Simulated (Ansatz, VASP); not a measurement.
# Ag: VASP beside Ansatz

Contents of INCAR:

```
PREC = Accurate
ENCUT = 600
EDIFF = 1E-6
ISMEAR = -1
SIGMA = 0.05
LREAL = False
LASPH = True
NELM = 100
ALGO = Normal
ISIF = 3
LWAVE = False
LCHARG = False
GGA = PS
IVDW = 13
IBRION = 2
NSW = 60
EDIFFG = -0.005
```

KPOINTS

```
Automatic mesh
0
Gamma
  11 11 11
```

POSCAR

```
Ag
1.0
    0.0000000000      2.0427500000      2.0427500000
    2.0427500000      0.0000000000      2.0427500000
    2.0427500000      2.0427500000      0.0000000000
Ag
1
Direct
    0.0000000000      0.0000000000      0.0000000000
```

File input.yaml:

```yaml
crystal:
  lattice:
    - [0.0, 2.04275, 2.04275]
    - [2.04275, 0.0, 2.04275]
    - [2.04275, 2.04275, 0.0]
  atoms:
    - { symbol: Ag, position: [0.0, 0.0, 0.0] }
hamiltonian:
  xc: pbesol
  pseudopotentials: { kind: paw }
  dispersion: d4
kpoints:
  mp_grid: { grid: [11, 11, 11] }
scf:
  occupations: { method: fermi_dirac, width: 0.05 }
output:
  forces: true
  stress: true
relax:
  f_tol: 0.01
  max_steps: 40
  cell: { stress_tol: 0.05 }
```

Alike in both runs: task relaxation of cell and atoms; functional PBEsol; dispersion D4; k mesh 11 × 11 × 11; occupations fermi-dirac, width 0.05 eV; no spin polarisation.

|  | VASP | Ansatz |
| --- | --- | --- |
| version | VASP 6.6.1 | Ansatz 0.2.0 |
| potentials or method | VASP PAW PBE potentials, release 64 (Ag) | Ansatz PAW |
| plane-wave cutoff (eV) | 600 | 420 |
| valence electrons in the cell | 11 | 19 |

|  | VASP | Ansatz | Ansatz less VASP |
| --- | --- | --- | --- |
| relaxed volume (Å³/atom) | 16.18 | 16.21 | +0.027 |
| relaxed cell length with the largest relative difference (Å) | 2.839 | 2.841 | +0.0016 |
| energy change over the relaxation (meV/atom) | -17 | -16 | +1.3 |

The two sets of potentials don't hold the same shells in valence.

Caveats: the PAW data sets were made with another functional, which shifts forces and pressure a little (VASP); pairwise dispersion overbinds metals, which lowers pressure and volume (VASP); the plane-wave basis is chosen anew once the cell has moved, so the energies of steps on either side of that aren't comparable (Ansatz); the PAW data sets come from PBE, with cores solved anew for the run's functional, which leaves a small shift of forces and pressure (Ansatz).
